**Problem.** In a crystal of tin monoxide both tin atoms of the cell are pushed the same way along a straight line, while the oxygen atoms and the cell stay where they are. Let $u$ be the displacement, $E$ the energy change per cell, and $F$ the force along the direction of the push, summed over the two tin atoms. A positive $F$ drives the tin towards positive $u$.

SnO (Pmn2_1, 4 atoms in the cell, a = 3.355, b = 5.674, c = 4.222 Å, not relaxed at this level), with both Sn atoms shifted along Cartesian [1 1 1] and all else fixed. Ansatz 0.2.0, plane-wave PAW, PBEsol, scalar-relativistic, no spin polarisation, cutoff 420 eV, Gamma-centred 8×6×6 k mesh, Gaussian smearing of 0.05 eV. Pressure is positive in compression.

```tsv
displacement (Å)	energy change (eV a cell)	force along direction (eV/Å summed over the moved atoms)	pressure (GPa)	gap on mesh (eV)
-0.5	2.400	13.154	14.56	0.895
-0.375	1.133	7.549	6.89	1.130
-0.25	0.428	3.988	1.85	1.264
-0.125	0.087	1.607	-1.31	1.332
0	0.000	-0.144	-3.07	1.340
0.125	0.112	-1.616	-3.71	1.277
0.25	0.402	-3.036	-3.35	1.143
0.375	0.875	-4.550	-1.99	0.764
0.4375	1.184	-5.371	-0.92	0.560
0.5	1.547	-6.241	0.42	0.388
```

**(a) Is the crystal at $u=0$ at rest?**

*Solution.* Along this line it very nearly is. The force there is only −0.144 eV/Å, and it changes by about 13 eV/Å for each ångström of displacement. The minimum therefore lies near $u=-0.01$ Å, less than 1 meV below the starting point.

At rest along one line is not the same as relaxed. The pressure of −3.07 GPa means that the cell would contract if it were free to do so. The two tin atoms also feel forces of about 0.4 eV/Å along $b$, in opposite directions, which cancel in the sum. A small summed force can thus hide larger forces on single atoms.

**(b) Which direction costs more energy?**

*Solution.* The answer depends on how far the tin is pushed. At ±0.125 Å the positive direction is dearer by 0.025 eV. From ±0.25 Å on it is the negative one, and at ±0.5 Å the ratio of the two costs has grown to 1.55.

The ranking at small displacements comes from the small residual force, which favours negative $u$. Its contribution to the difference grows only in proportion to the displacement. The lopsidedness of the energy curve itself grows at least as the cube, so it must win at larger displacements.

**(c) Which digits of the energies can be trusted?**

*Solution.* Force and energy are linked by $F=-\mathrm{d}E/\mathrm{d}u$, so the work done against the forces must give back the energies. Simpson's rule on the five rows from −0.5 Å to 0 gives

$$E(-0.5)=\frac{0.125}{3}\,(13.154+4\times7.549+2\times3.988+4\times1.607-0.144)=2.400\ \text{eV}.$$

This is the tabulated value, and the same sum on the positive side agrees with its energy just as well, to within 1 meV.

The three decimals are thus a sound record of how the energy runs along this scan at these settings. They do not measure how close PBEsol comes to real SnO, because an error of the functional would enter energies and forces alike. The same holds for errors from the PAW datasets, which were made for PBE, and from the cutoff and the k mesh, none of which was varied here. Part (f) shows that even the choice of cell volume matters more than the last digit.

**(d) Can the tin sublattice be treated as if it sat on a spring?**

*Solution.* The forces at ±0.125 Å give a spring constant $k=(1.607+1.616)/0.25=12.89$ eV/Å². With the residual force $F_0=-0.144$ eV/Å, the spring predicts

$$E(u)=-F_0u+\tfrac12 ku^2,\qquad E(+0.5)=0.072+1.611=1.683\ \text{eV}.$$

The computed energy is 1.547 eV, so the spring is 9 % too high. At −0.5 Å it gives 1.539 eV, which is 36 % below the computed 2.400 eV.

The good result on the positive side looks like evidence for a spring, but it isn't. To see this, let the force contain terms in $u^2$ and $u^3$ as well, with all coefficients found by least squares from the five rows within ±0.25 Å. Integrating that force gives, for the two end rows, which took no part in the fit,

$$E(\pm0.5)\approx1.56\pm0.08\mp0.42+0.39\ \text{eV}.$$

The terms are, in order, the spring, the residual force, the lopsided term and the stiffening term. On the negative side the last two add; on the positive side they nearly cancel, and the curve passes for a parabola.

This expansion brings both end energies to within 5 % of the computed ones. The forces at the ends are still wrong by 11 to 12 %, so higher terms are already at work there. The expansion describes the curve near its minimum and shouldn't be carried beyond the scan.

**(e) What makes the negative direction so much harder?**

*Solution.* The atoms come closer together on that side. In the undisturbed crystal the shortest distance, between tin and oxygen, is 2.15 Å. A push to −0.5 Å cuts it to 1.69 Å, and the same push the other way only to 1.79 Å. The negative push points more directly along a tin–oxygen bond, so more of the displacement goes into shortening it.

The forces on single atoms show which bonds are squeezed. At −0.5 Å the first tin atom carries 89 % of the summed force, and an oxygen atom feels an almost equal and opposite push. At +0.5 Å it is the second tin atom that is pressed against an oxygen, and it carries 75 %. The two ends of the scan thus test two different contacts.

The other tin atom behaves quite differently. At +0.5 Å the first one is drawn back with only about 1.6 eV/Å, and this pull has hardly changed since +0.375 Å. Such a contrast is what bonding theory leads one to expect: when a bond is compressed, the repulsion of overlapping electron shells rises steeply, whereas the pull of a stretched bond levels off. For a similar rigid shift in another crystal, the first thing to look for is therefore the direction that drives an atom most directly into a neighbour.

**(f) What would change if the cell had 1 % more volume?**

*Solution.* The pressure column answers this without another scan. Pressure is $P=-\partial E/\partial V$, where $V$ is the cell volume, so the cost of a displacement changes with volume as $-(P-P_0)$, where $P_0$ is the pressure at $u=0$. The cell holds 4 × 20.09 = 80.4 Å³, and 1 eV/Å³ is about 160 GPa. At −0.5 Å this gives

$$\Delta E\approx-\frac{(14.56+3.07)\times0.804}{160}\approx-0.09\ \text{eV}.$$

The displacement would become about 4 % cheaper, because the larger cell eases the squeezed contact. At +0.5 Å the saving is only about 0.02 eV. The contact is less tight there, and the stretched bonds, which a larger cell would strain further, probably use up part of the gain. A uniform contraction, which the negative pressure at $u=0$ favours, would by the same reasoning make both ends dearer. A full relaxation would also change the shape of the cell and the places of the atoms in it, and the pressure alone can't tell what that does to the cost.

The estimate is of first order and holds for a uniform scaling of the cell with all atoms in it, so that the displacement grows in step with the cell. It wouldn't serve for stretching a single axis. At +0.5 Å the pressure is close to zero, yet the cell is compressed by about 9 GPa along $b$ and under tension of about 4 GPa along $a$ and $c$. The mean hides a strongly stressed crystal.

**(g) Does the band gap follow the energy?**

*Solution.* Both have their turning point near $u=0$, and of all the rows the undisturbed one has the widest gap, but further out they part company. The push to −0.5 Å costs more energy and takes about 0.45 eV off the gap. The cheaper push to +0.5 Å takes off 0.95 eV. Along each direction a higher cost goes with a smaller gap, but the cost can't tell which of two directions will narrow the gap more.

The gap also shrinks in a different manner on the positive side. Between +0.125 and +0.25 Å it falls at about 1.1 eV per ångström, and in the next interval at about 3.0. The energy and the force show no such break. PBEsol usually makes gaps too small, and the k mesh can miss the true band edges, so the absolute values call for caution. The mesh could also affect where the change of slope appears and how sharp it looks.

One possible cause is that the edge of the gap passes to another k point, or to a state of different orbital character, somewhere beyond +0.25 Å. That is a guess. Following the energy and the orbital character of the highest filled and the lowest empty states, k point by k point, from +0.25 to +0.375 Å would decide it: does one band edge give way to another there, or does the same pair of states simply begin to approach faster?
